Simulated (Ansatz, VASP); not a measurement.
## HfO2 in VASP and in Ansatz

```xyz
12
Lattice="5.2945 0.0000 0.0000 0.0000 5.0698 0.0000 0.0000 0.0000 5.1019" Properties=species:S:1:pos:R:3 pbc="T T T"
Hf    0.1726    1.3501    1.2244
Hf    2.4747    1.3501    3.7754
Hf    2.8199    3.7197    1.2244
Hf    5.1219    3.7197    3.7754
O     1.9347    0.3428    1.9549
O     0.7126    0.3428    4.5058
O     3.8608    2.3463    2.4991
O     4.0810    2.3463    5.0500
O     1.4337    2.7235    5.0500
O     1.2136    2.7235    2.4991
O     4.5820    4.7270    1.9549
O     3.3598    4.7270    4.5058
```

Alike in both runs: functional PBE; k mesh 4 × 6 × 6; occupations gaussian, width 0.02 eV; no spin polarisation.

Ansatz relaxed the structure, and its values are those at the end. VASP's run is a single point on that final structure, the one shown.

|  | VASP | Ansatz |
| --- | --- | --- |
| version | VASP 6.6.1 | Ansatz 0.2.0 |
| potentials or method | VASP PAW PBE potentials, release 64 (Hf_pv, O) | scalar-relativistic, plane waves, PAW |
| plane-wave cutoff (eV) | 520 | 420 |
| valence electrons in the cell | 88 | 152 |

Ansatz gave:

- gap on the k mesh at the Fermi level (eV): 4.37
- least direct gap on the mesh (eV): 4.62
- pressure (GPa): 0.0
- rms of the force components (eV/Å): 0.000

Task: What did VASP give for the same quantities?

Result: gap on the k mesh at the Fermi level (eV): 4.32; least direct gap on the mesh (eV): 4.57; pressure (GPa): -3.2; rms of the force components (eV/Å): 0.027.

The two sets of potentials don't hold the same shells in valence.

Caveats: spin-orbit coupling is left out, which moves the levels of the heavy elements. A k mesh can miss the band edges.
